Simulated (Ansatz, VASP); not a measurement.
Be: VASP beside Ansatz

```
CELL_PARAMETERS angstrom
2.10642 1.39218 0.00000
2.10642 -1.39218 0.00000
0.00000 0.00000 -5.67906
ATOMIC_POSITIONS crystal
Be 0.15000 0.85000 0.88300
Be 0.35000 0.65000 0.38300
Be 0.85000 0.15000 0.11700
Be 0.65000 0.35000 0.61700
```

The cell was built by a generator and needn't be a form met in nature.

Alike in both runs: task single point; functional PBE; k mesh 12 × 12 × 4; occupations fermi-dirac, width 0.005 eV; no spin polarisation.

|  | VASP | Ansatz |
| --- | --- | --- |
| version | VASP 6.6.1 | Ansatz 0.2.0 |
| potentials or method | VASP PAW PBE potentials, release 64 (Be) | PAW plane waves |
| plane-wave cutoff (eV) | 520 | 420 |
| valence electrons in the cell | 8 | 8 |

VASP gave:

| Quantity | Value |
| --- | --- |
| gap on the k mesh at the Fermi level (eV) | none |
| pressure (GPa) | 23.5 |
| largest component of the traceless stress (GPa) | 54.44 |
| rms of the force components (eV/Å) | 3.938 |

Task: What did Ansatz give for the same quantities?

Result: gap on the k mesh at the Fermi level (eV): none; pressure (GPa): 23.4; largest component of the traceless stress (GPa): 54.25; rms of the force components (eV/Å): 3.921.

Atom by atom the forces differ by 0.018 eV/Å (rms over components). A gap of «none» marks a metal or a gap that the smearing closes. The functional is the same, so the differences come from potentials, cutoffs and numerics.

Caveats: so large a pressure means that the cell lies far from this level's equilibrium, or that cutoff or potentials fall short (VASP); forces of over 1 eV/Å show positions far from the minimum, so gaps and moduli don't describe the material at rest.
